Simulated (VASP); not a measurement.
# ZrN (Fm-3m) in VASP: further runs

The runs below take ZrN through relaxation of cell and atoms, with PBEsol, LDA, PBE.

All numbers are computed with VASP 6.6.1; they aren't measurements. Logs are shortened: lines on timing, memory, paths and dates and some standing lists are left out, and cuts for length are marked.

## Step 1: The structure

It takes space group Fm-3m (No. 225, cubic). Conventional cell: a = 4.555 Å, b = 4.555 Å, c = 4.555 Å, α = 90.00°, β = 90.00°, γ = 90.00°. Zr (site symmetry m-3m) is surrounded by 6 N at 2.28 Å. Around N (site symmetry m-3m) lie 6 Zr at 2.28 Å.

## Step 2: Relaxation of cell and atoms, PBEsol

Input file INCAR:

```
SYSTEM = ZrN
  ALGO = Normal
  EDIFF = 1E-7
  EDIFFG = -0.005
  ENCUT = 600
  GGA = PS
  IBRION = 2
  ISIF = 3
  ISMEAR = 1
  KPAR = 4
  LASPH = .TRUE.
  LCHARG = .FALSE.
  LREAL = .FALSE.
  LWAVE = .FALSE.
  NELM = 80
  NSW = 90
  PREC = Accurate
  SIGMA = 0.1
```

Input file KPOINTS:

```
k-points
0
G
  14 14 14
  0 0 0
```

Input file POSCAR:

```
ZrN                                     
1.0
    0.0000000000      2.2773057248      2.2773057248
    2.2773057248      0.0000000000      2.2773057248
    2.2773057248      2.2773057248      0.0000000000
  Zr              N             
     1     1
Direct
     0.5000000000000000    0.5000000000000000    0.5000000000000000
     0.0000000000000000    0.0000000000000000    0.0000000000000000
```

Potentials or basis: VASP PAW PBE potentials, release 64 (Zr_sv, N).

Started as:

```sh
> cat potpaw_PBE.64/Zr_sv/POTCAR potpaw_PBE.64/N/POTCAR > POTCAR
> mpirun -np 4 vasp_std > vasp.out
```

OUTCAR:

```text
SYSTEM = ZrN
   EDIFF = 1E-7
   EDIFFG = -0.005
   ENCUT = 600
   GGA = PS
   IBRION = 2
   ISIF = 3
   ISMEAR = 1
   LASPH = .TRUE.
   LREAL = .FALSE.
   NELM = 80
   NSW = 90
   PREC = Accurate

 ion  position               nearest neighbor table
   1  0.500  0.500  0.500-   2 2.28   2 2.28   2 2.28   2 2.28   2 2.28   2 2.28
   2  0.000  0.000  0.000-   1 2.28   1 2.28   1 2.28   1 2.28   1 2.28   1 2.28

  LATTYP: Found a face centered cubic cell.
 ALAT       =     4.5546114496

  Lattice vectors:

 A1 = (   0.0000000000,   2.2773057248,   2.2773057248)
 A2 = (   2.2773057248,   0.0000000000,   2.2773057248)
 A3 = (   2.2773057248,   2.2773057248,   0.0000000000)

Analysis of symmetry for initial positions (statically):
=====================================================================
 Subroutine PRICEL returns:
 Original cell was already a primitive cell.

 Routine SETGRP: Setting up the symmetry group for a
 face centered cubic supercell.

 Subroutine GETGRP returns: Found 48 space group operations
 (whereof 48 operations were pure point group operations)
 out of a pool of 48 trial point group operations.

The static configuration has the point symmetry O_h .

Analysis of symmetry for dynamics (positions and initial velocities):
=====================================================================
 Subroutine PRICEL returns:
 Original cell was already a primitive cell.

 Routine SETGRP: Setting up the symmetry group for a
 face centered cubic supercell.

 Subroutine GETGRP returns: Found 48 space group operations
 (whereof 48 operations were pure point group operations)
 out of a pool of 48 trial point group operations.

The dynamic configuration has the point symmetry O_h .

 Subroutine INISYM returns: Found 48 space group operations
 (whereof 48 operations are pure point group operations),
 and found     1 'primitive' translations

----------------------------------------------------------------------------------------

                                     Primitive cell

  volume of cell :      23.6208

  direct lattice vectors                    reciprocal lattice vectors
     0.000000000  2.277305725  2.277305725    -0.219557697  0.219557697  0.219557697
     2.277305725  0.000000000  2.277305725     0.219557697 -0.219557697  0.219557697
     2.277305725  2.277305725  0.000000000     0.219557697  0.219557697 -0.219557697

  length of vectors
     3.220596642  3.220596642  3.220596642     0.380285086  0.380285086  0.380285086

  position of ions in fractional coordinates (direct lattice)
     0.500000000  0.500000000  0.500000000
     0.000000000  0.000000000  0.000000000

  ion indices of the primitive-cell ions
   primitive index   ion index
                 1           1
                 2           2

----------------------------------------------------------------------------------------

 KPOINTS: k-points

Automatic generation of k-mesh.
 Grid dimensions read from file:
 generate k-points for:   14   14   14

 Generating k-lattice:

  Cartesian coordinates                     Fractional coordinates (reciprocal lattice)
    -0.015682693  0.015682693  0.015682693     0.071428571  0.000000000  0.000000000
     0.015682693 -0.015682693  0.015682693     0.000000000  0.071428571  0.000000000
     0.015682693  0.015682693 -0.015682693     0.000000000  0.000000000  0.071428571

  Length of vectors
     0.027163220  0.027163220  0.027163220

  Shift w.r.t. Gamma in fractional coordinates (k-lattice)
     0.000000000  0.000000000  0.000000000

 Subroutine IBZKPT returns following result:
 ===========================================

 Found    104 irreducible k-points:

 Following reciprocal coordinates:
            Coordinates               Weight
  0.000000  0.000000  0.000000      1.000000
  0.071429  0.000000  0.000000      8.000000
  0.142857  0.000000  0.000000      8.000000
  0.214286  0.000000  0.000000      8.000000
  0.285714  0.000000  0.000000      8.000000
  0.357143  0.000000  0.000000      8.000000
[... 16 lines left out ...]
  0.214286  0.142857  0.000000     24.000000
  0.285714  0.142857  0.000000     24.000000
 [... further k-points ...]
   k-points           NKPTS =    104   k-points in BZ     NKDIM =    104   number of bands    NBANDS=     12
   number of dos      NEDOS =    301   number of ions     NIONS =      2
   total plane-waves  NPLWV =  21952
   dimension x,y,z NGX =    28 NGY =   28 NGZ =   28
   dimension x,y,z NGXF=    56 NGYF=   56 NGZF=   56
   ions per type =               1   1
   NGX,Y,Z   is equivalent  to a cutoff of  14.45, 14.45, 14.45 a.u.
   NGXF,Y,Z  is equivalent  to a cutoff of  28.91, 28.91, 28.91 a.u.
 SYSTEM =  ZrN
   PREC   = accura    normal or accurate (medium, high low for compatibility)
   ISTART =      0    job   : 0-new  1-cont  2-samecut
   ICHARG =      2    charge: 1-file 2-atom 10-const
   ISPIN  =      1    spin polarized calculation?
   LNONCOLLINEAR =      F non collinear calculations
   LSORBIT =      F    spin-orbit coupling
   LASPH  =      T    aspherical Exc in radial PAW
   ENCUT  =  600.0 eV  44.10 Ry    6.64 a.u.   6.43  6.43  6.43*2*pi/ulx,y,z
   NELM   =     80;   NELMIN=  2; NELMDL= -5     # of ELM steps
   EDIFF  = 0.1E-06   stopping-criterion for ELM
   LREAL  =      F    real-space projection
   EDIFFG = -.5E-02   stopping-criterion for IOM
   NSW    =     90    number of steps for IOM
   IBRION =      2    ionic relax: 0-MD 1-quasi-New 2-CG
   NFREE  =      1    steps in history (QN), initial steepest desc. (CG)
   ISIF   =      3    stress and relaxation
   ISYM   =      2    0-nonsym 1-usesym 2-fastsym
   POTIM  = 0.5000    time-step for ionic-motion
   TEBEG  =    0.0;   TEEND  =   0.0 temperature during run
   PSTRESS=    0.0 pullay stress
   NELECT =      17.0000    total number of electrons
   NUPDOWN=      -1.0000    fix difference up-down
   EMIN   =  10.00;   EMAX   =-10.00  energy-range for DOS
   EFERMI =   0.00;   METHOD = LEGACY
   ISMEAR =     1;   SIGMA  =   0.10  broadening in eV -4-tet -1-fermi 0-gaus
   EFERMI_NEDOS =   21; number of points for ismear=-14 and -15
   IALGO  =     38    algorithm
   IMIX   =      4    mixing-type and parameters
     AMIX     =   0.40;   BMIX     =  1.00
     AMIX_MAG =   1.60;   BMIX_MAG =  1.00
  volume/ion in A,a.u.               =      11.81        79.70
  Fermi-wavevector in a.u.,A,eV,Ry     =   1.467100  2.772418 29.284952  2.152383
  Thomas-Fermi vector in A             =   2.582758
   LORBIT       =      0    0 simple, 1 ext, 2 COOP (PROOUT), +10 PAW based schemes
   GGA     = PS    functional components
   LHFCALC =     F    Hartree Fock is set to
   AEXX    =    0.0000 exact exchange contribution
   IVDW    =     0    specifies the selected vdW correction
   LEPSILON=     F    determine dielectric tensor
   LRPA    =     F    only Hartree local field effects (RPA)
 conjugate gradient relaxation of ions
 non-spin polarized calculation
 Methfessel and Paxton  Order N= 1 SIGMA  =   0.10
  energy-cutoff  :      600.00
  volume of cell :       23.62
 maximum number of plane-waves:       802
 NGX is ok and might be reduce to    28
   NGX = 13   NGY = 13   NGZ = 13

--------------------------------------- Ionic step        1  -------------------------------------------

 number of electron      17.0000000 magnetization

 Free energy of the ion-electron system (eV)
  ---------------------------------------------------
  ext. energy  EPLUGINS =         0.00000000
  ---------------------------------------------------
  free energy    TOTEN  =       -21.54978066 eV

  energy without entropy =      -21.54873431  energy(sigma->0) =      -21.54943187

------------------------ aborting loop because EDIFF is reached ----------------------------------------

  FORCE on cell =-STRESS in cart. coord.  units (eV):
  Direction    XX          YY          ZZ          XY          YZ          ZX
  --------------------------------------------------------------------------------------
  -------------------------------------------------------------------------------------
  Total       -0.0166452     -0.0166452     -0.0166452      0.0000000      0.0000000      0.0000000
  in kB       -1.1290279     -1.1290279     -1.1290279      0.0000000      0.0000000      0.0000000
  external PRESSURE =      -1.1290279 kB  Pullay stress =       0.0000000 kB
[... 57 lines left out ...]
  energy  without entropy=      -21.5487294625  energy(sigma->0) =      -21.54942605

--------------------------------------- Ionic step        3  -------------------------------------------

 number of electron      17.0000000 magnetization

 Free energy of the ion-electron system (eV)
  ---------------------------------------------------
  ext. energy  EPLUGINS =         0.00000000
  ---------------------------------------------------
  free energy    TOTEN  =       -21.54978506 eV

  energy without entropy =      -21.54873924  energy(sigma->0) =      -21.54943646

 E-fermi :  12.0927     XC(G=0): -12.7867

 val. band max:       12.0867800037   @ k =   0.5000   0.2143   0.0000
 cond. band min:      12.0970619287   @ k =   0.3571   0.1429   0.0714
 fundamental gap:      0.0102819250
 Fermi energy:        12.0926780543

 k-point     1 :       0.0000    0.0000    0.0000
  band No.  band energies     occupation
      1     -37.3142      2.00000
      2     -14.9417      2.00000
      3     -14.9417      2.00000
      4     -14.9417      2.00000
      5      -4.2051      2.00000
      6       9.4262      2.00000
      7       9.4262      2.00000
      8       9.4262      2.00000
      9      11.6538      2.00000
     10      11.6538      2.00000
     11      11.6538      2.00000
     12      13.7000     -0.00000
[... 331 lines left out ...]
 k-point    24 :       0.2857    0.1429    0.0000
  band No.  band energies     occupation
      1     -37.2214      2.00000
      2     -15.5846      2.00000
      3     -15.0812      2.00000
      4     -15.0610      2.00000
      5      -3.1168      2.00000
      6       6.0435      2.00000
      7       7.7365      2.00000
      8       8.0714      2.00000
      9      11.0759      2.00000
     10      14.2512      0.00000
     11      14.2672      0.00000
     12      15.6011      0.00000

 [... further k-points ...]
[... 5 lines left out ...]
  --------------------------------------------------------------------------------------
  -------------------------------------------------------------------------------------
  Total        0.0006525      0.0006525      0.0006525      0.0000000      0.0000000      0.0000000
  in kB        0.0442791      0.0442791      0.0442791      0.0000000      0.0000000      0.0000000
  external PRESSURE =       0.0442791 kB  Pullay stress =       0.0000000 kB
[... 17 lines left out ...]
  FREE ENERGIE OF THE ION-ELECTRON SYSTEM (eV)
  ---------------------------------------------------
  free  energy   TOTEN  =       -21.5497850647 eV

  energy  without entropy=      -21.5487392362  energy(sigma->0) =      -21.54943646

 reached required accuracy - stopping structural energy minimisation
```

It took 44 s on 4 MPI ranks of Intel Xeon Platinum 8488C (Sapphire Rapids), shared host; peak memory 0.18 GiB.

What came out:

| Property | Result |
| --- | --- |
| Free energy | -21.5498 eV |
| Relaxed volume | 11.80 Å³/atom |
| Relaxed cell | a = 3.220 Å, b = 3.220 Å, c = 3.220 Å, α = 60.00°, β = 60.00°, γ = 60.00° |
| Space group after relaxing (to 0.05 Å) | Fm-3m (No. 225) |
| Energy gained by relaxing | 0.0 meV/atom |
| Ionic steps | 3 |
| Pressure after relaxing | 0.0 GPa |
| Band gap on the k mesh | none (metal or under the smearing width) |

Final structure:
```cif
data_structure
_symmetry_space_group_name_H-M 'P 1'
_symmetry_Int_Tables_number 1
_cell_length_a 3.2201
_cell_length_b 3.2201
_cell_length_c 3.2201
_cell_angle_alpha 60.000
_cell_angle_beta 60.000
_cell_angle_gamma 60.000
_cell_volume 23.61
loop_
_atom_site_label
_atom_site_type_symbol
_atom_site_fract_x
_atom_site_fract_y
_atom_site_fract_z
_atom_site_occupancy
Zr1 Zr 0.50000 0.50000 0.50000 1
N1 N 0.00000 0.00000 0.00000 1
```

Levels at points of the mesh, in eV from the Fermi level:
```csv
k point,band 6,band 7,band 8,band 9,band 10,band 11,band 12
"(0.00, 0.00, 0.00)",-2.67,-2.67,-2.67,-0.44,-0.44,-0.44,1.61
"(0.50, 0.00, 0.00)",-7.80,-5.80,-5.80,3.13,3.19,3.19,4.79
"(0.50, 0.50, 0.00)",-4.54,-3.62,-3.15,-3.15,3.47,4.71,4.71
```

Caveat: the PAW data sets were made with another functional, which shifts forces and pressure a little.

## Step 3: Relaxation of cell and atoms, LDA

This run uses another cell than the first one, of 12.17 Å³/atom, 1.030 times its volume.

Input file INCAR:

```
SYSTEM = ZrN
ALGO = Normal
EDIFF = 1E-6
EDIFFG = -0.01
ENCUT = 600
GGA = CA
IBRION = 2
ISIF = 3
ISMEAR = 1
LASPH = .TRUE.
LCHARG = .FALSE.
LREAL = .FALSE.
LWAVE = .FALSE.
NELM = 80
NSW = 90
PREC = Accurate
SIGMA = 0.1
```

KPOINTS is that of step 2.

Input file POSCAR:

```
ZrN
1.0
    0.0000000000      2.3000000000      2.3000000000
    2.3000000000      0.0000000000      2.3000000000
    2.3000000000      2.3000000000      0.0000000000
Zr N
1 1
Direct
    0.5000000000      0.5000000000      0.5000000000
    0.0000000000      0.0000000000      0.0000000000
```

Potentials or basis: VASP PAW LDA potentials, release 64 (Zr_sv, N).

Started as:

```sh
> cat potpaw_LDA.64/Zr_sv/POTCAR potpaw_LDA.64/N/POTCAR > POTCAR
> mpirun -np 1 vasp_std > vasp.out
```

Run time: 47 s. Hardware: 1 thread of Intel Xeon 6975P-C (Granite Rapids), shared host; peak memory 0.18 GiB.

It converged, with:

```yaml
Free_energy: -22.4165 eV
Relaxed_volume: 11.61 Å³/atom
Relaxed_cell: a = 3.202 Å, b = 3.202 Å, c = 3.202 Å, α = 60.00°, β = 60.00°, γ = 60.00°
Space_group_after_relaxing_to_0.05_Å: Fm-3m (No. 225)
Energy_gained_by_relaxing: 21.8 meV/atom
Ionic_steps: 4
Pressure_after_relaxing: 0.0 GPa
Band_gap_on_the_k_mesh: none (metal or under the smearing width)
```

The path:
```tsv
step	energy change (eV)	largest force (eV/Å)	pressure (GPa)	volume (Å³)
1	0.0000	0.0000	-11.99	24.33
2	0.1254	0.0000	29.97	21.27
3	-0.0435	0.0000	-0.37	23.25
4	-0.0436	0.0000	-0.05	23.22
```

Final structure:
```
Zr N
1.0
     0.00000    2.26438    2.26438
     2.26438    0.00000    2.26438
     2.26438    2.26438    0.00000
Zr N
1 1
Direct
  0.50000 0.50000 0.50000
  0.00000 0.00000 0.00000
```

Levels at points of the mesh, in eV from the Fermi level:
| k point | band 7 | band 8 | band 9 | band 10 | band 11 | band 12 |
| --- | --- | --- | --- | --- | --- | --- |
| (0.00, 0.00, 0.00) | -2.68 | -2.68 | -0.46 | -0.46 | -0.46 | 1.63 |
| (0.50, 0.00, 0.00) | -5.87 | -5.87 | 3.18 | 3.25 | 3.25 | 4.95 |
| (0.50, 0.50, 0.00) | -3.67 | -3.15 | -3.15 | 3.53 | 4.80 | 4.80 |

## Step 4: Relaxation of cell and atoms, LDA

This run uses another cell than the first one, of 11.61 Å³/atom, 0.983 times its volume.

INCAR: that of step 3 with these lines changed.

```diff
@@ -2,4 +2,4 @@
 ALGO = Normal
-EDIFF = 1E-6
-EDIFFG = -0.01
+EDIFF = 1E-7
+EDIFFG = -0.005
 ENCUT = 600
```

KPOINTS is that of step 3.

Input file POSCAR:

```
ZrN                                     
1.0
    0.0000000000      2.2643810819      2.2643810819
    2.2643810819     -0.0000000000      2.2643810819
    2.2643810819      2.2643810819      0.0000000000
  Zr              N             
     1     1
Direct
     0.5000000000000000    0.5000000000000000    0.5000000000000000
     0.0000000000000000    1.0000000000000000    0.0000000000000000
```

Started as:

```sh
> cat potpaw_LDA.64/Zr_sv/POTCAR potpaw_LDA.64/N/POTCAR > POTCAR
> mpirun -np 1 vasp_std > vasp.out
```

It took 17 s on 1 thread of Intel Xeon 6975P-C (Granite Rapids), shared host; peak memory 0.17 GiB.

Results (log left out):

```yaml
Free_energy: -22.4151 eV
Pressure_after_relaxing: 0.0 GPa
Band_gap_on_the_k_mesh: none (metal or under the smearing width)
```

Final structure:
```xyz
2
Lattice="0.0000 2.2644 2.2644 2.2644 0.0000 2.2644 2.2644 2.2644 0.0000" Properties=species:S:1:pos:R:3 pbc="T T T"
Zr    2.2644    2.2644    2.2644
N     0.0000    0.0000    0.0000
```

Levels at points of the mesh, in eV from the Fermi level:
```tsv
k point	band 5	band 6	band 7	band 8	band 9	band 10	band 11	band 12
(0.00, 0.00, 0.00)	-16.19	-2.68	-2.68	-2.68	-0.46	-0.46	-0.46	1.63
(0.50, 0.00, 0.00)	-13.74	-7.85	-5.87	-5.87	3.18	3.25	3.25	4.95
(0.50, 0.50, 0.00)	-15.68	-4.49	-3.67	-3.15	-3.15	3.53	4.80	4.80
```

Caveat: the relaxation stopped at its first step, so nothing moved.

## Step 5: Relaxation of cell and atoms, PBE

This run uses another cell than the first one, of 12.17 Å³/atom, 1.030 times its volume.

Input file INCAR:

```
ALGO = Normal ; EDIFF = 1E-6
EDIFFG = -0.01 ; ENCUT = 600
GGA = PE ; IBRION = 2
ISIF = 3 ; ISMEAR = 1
LASPH = True ; LCHARG = False
LREAL = False ; LWAVE = False
NELM = 80 ; NSW = 90
PREC = Accurate ; SIGMA = 0.1
```

Input file KPOINTS:

```
k-points
0
Gamma
  14 14 14
```

Input file POSCAR:

```
ZrN
1.0
    0.0000000000      2.3000000000      2.3000000000
    2.3000000000      0.0000000000      2.3000000000
    2.3000000000      2.3000000000      0.0000000000
Zr N
1 1
Direct
    0.5000000000      0.5000000000      0.5000000000
    0.0000000000      0.0000000000      0.0000000000
```

Potentials or basis: VASP PAW PBE potentials, release 64 (Zr_sv, N).

Started as:

```sh
> cat potpaw_PBE.64/Zr_sv/POTCAR potpaw_PBE.64/N/POTCAR > POTCAR
> mpirun -np 1 vasp_std > vasp.out
```

Run time: 36 s. Hardware: 1 thread of Intel Xeon 6975P-C (Granite Rapids), shared host; peak memory 0.2 GiB.

The run converged. Its results:

```yaml
Free_energy: -20.3685 eV
Relaxed_volume: 12.13 Å³/atom
Relaxed_cell: a = 3.250 Å, b = 3.250 Å, c = 3.250 Å, α = 60.00°, β = 60.00°, γ = 60.00°
Space_group_after_relaxing_to_0.05_Å: Fm-3m (No. 225)
Energy_gained_by_relaxing: 0.1 meV/atom
Ionic_steps: 3
Pressure_after_relaxing: 0.0 GPa
Band_gap_on_the_k_mesh: none (metal or under the smearing width)
```

Step by step:
```
step  energy change (eV)  largest force (eV/Å)  pressure (GPa)  volume (Å³)
   1              0.0000                0.0000           -0.69        24.33
   2              0.0003                0.0000            1.19        24.15
   3             -0.0002                0.0000            0.01        24.27
```

Final structure:
```cif
data_structure
_symmetry_space_group_name_H-M 'P 1'
_symmetry_Int_Tables_number 1
_cell_length_a 3.2496
_cell_length_b 3.2496
_cell_length_c 3.2496
_cell_angle_alpha 60.000
_cell_angle_beta 60.000
_cell_angle_gamma 60.000
_cell_volume 24.27
loop_
_atom_site_label
_atom_site_type_symbol
_atom_site_fract_x
_atom_site_fract_y
_atom_site_fract_z
_atom_site_occupancy
Zr1 Zr 0.50000 0.50000 0.50000 1
N1 N 0.00000 0.00000 0.00000 1
```

Levels at points of the mesh, in eV from the Fermi level:
| k point | band 7 | band 8 | band 9 | band 10 | band 11 | band 12 |
| --- | --- | --- | --- | --- | --- | --- |
| (0.00, 0.00, 0.00) | -2.66 | -2.66 | -0.42 | -0.42 | -0.42 | 1.55 |
| (0.50, 0.00, 0.00) | -5.67 | -5.67 | 2.97 | 3.03 | 3.03 | 4.70 |
| (0.50, 0.50, 0.00) | -3.47 | -3.17 | -3.17 | 3.32 | 4.46 | 4.46 |

(Part 1 of 2 ends here.)
